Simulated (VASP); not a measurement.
A run of VASP 6.6.1:

File INCAR:

```
SYSTEM = CdSe
PREC = Accurate
ENCUT = 520
EDIFF = 1E-6
ISMEAR = -1
SIGMA = 0.1
LREAL = .FALSE.
LASPH = .TRUE.
NELM = 100
ALGO = Fast
ISIF = 2
LWAVE = .FALSE.
LCHARG = .FALSE.
GGA = PE
NBANDS = 16
```

Contents of KPOINTS:

```
regular mesh
0
G
  10 10 10
  0 0 0
```

POSCAR

```
CdSe
1.0
    0.0000000000      2.7915330000      2.7915330000
    2.7915330000      0.0000000000      2.7915330000
    2.7915330000      2.7915330000      0.0000000000
Se Cd
1 1
Direct
    0.0000000000      0.0000000000      0.0000000000
    0.5000000000      0.5000000000      0.5000000000
```

Potentials or basis: VASP PAW PBE potentials, release 64 (Se, Cd).

Run with:

```bash
$ cat potpaw_PBE.64/Se/POTCAR potpaw_PBE.64/Cd/POTCAR > POTCAR
$ mpirun -np 1 vasp_std > vasp.out
```

Hardware: 1 thread of AMD EPYC 9R45 (Zen 5) (shared host).

Question: How long does it take, and how much memory?

Answer: Wall time 20 s on 1 thread of AMD EPYC 9R45 (Zen 5), on a shared host, peak memory 0.14 GiB. Counts: scf iterations 12, k points 47.
